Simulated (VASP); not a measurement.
## SiC: single point with PBE

The system is SiC.

```
CELL_PARAMETERS angstrom
0.04922 2.17805 2.17805
2.17805 0.04922 2.17805
2.22728 2.22728 0.00000
ATOMIC_POSITIONS crystal
Si 0.00201 0.00201 0.99799
C 0.24799 0.24799 0.25201
```

The cell was built by a generator and needn't be a form met in nature.

The cell isn't the ideal one: shear_xy strain +4.5%.

* Program: VASP 6.6.1
* Task: single point
* Functional: PBE
* Potentials or basis: VASP PAW PBE potentials, release 64 (Si, C)
* Cutoff: 520 eV
* k mesh: 10 × 10 × 10
* Occupations: fermi-dirac, width 0.02 eV
* Spin: no spin polarisation

```
Pressure               : 3.8 GPa
Largest force          : 0.043 eV/Å
Band gap on the k mesh : 1.03 eV, indirect (least direct gap 4.04 eV)
```

Forces in eV/Å, atoms in the order of the input:
```
Si   0.000  0.000  0.043
C    0.000  0.000 -0.043
```

Stress tensor (GPa, compression positive):
```
  3.97 -11.34   0.00
-11.34   3.97   0.00
  0.00   0.00   3.51
```

Levels at points of the mesh, in eV from the valence-band top:
| k point | band 1 | band 2 | band 3 | band 4 | band 5 | band 6 | band 7 | band 8 |
| --- | --- | --- | --- | --- | --- | --- | --- | --- |
| (0.00, 0.00, 0.00) | -15.65 | -0.43 | -0.24 | 0.00 | 5.67 | 6.62 | 7.47 | 7.59 |
| (0.50, 0.00, 0.00) | -11.91 | -8.70 | -1.48 | -1.36 | 4.88 | 6.64 | 6.98 | 9.74 |
| (0.50, 0.50, 0.00) | -10.63 | -8.03 | -3.80 | -3.00 | 1.03 | 4.23 | 13.79 | 13.90 |
| (0.00, 0.00, 0.50) | -12.23 | -8.84 | -1.21 | -1.04 | 5.51 | 7.04 | 7.41 | 9.94 |
| (0.50, 0.00, 0.50) | -10.61 | -8.02 | -3.41 | -3.41 | 1.12 | 4.11 | 13.50 | 13.80 |

It took 18 s on 1 thread of Intel(R) Xeon(R) Platinum 8488C (Sapphire Rapids) (shared host), peak memory 0.15 GiB.

A k mesh can miss the band edges.
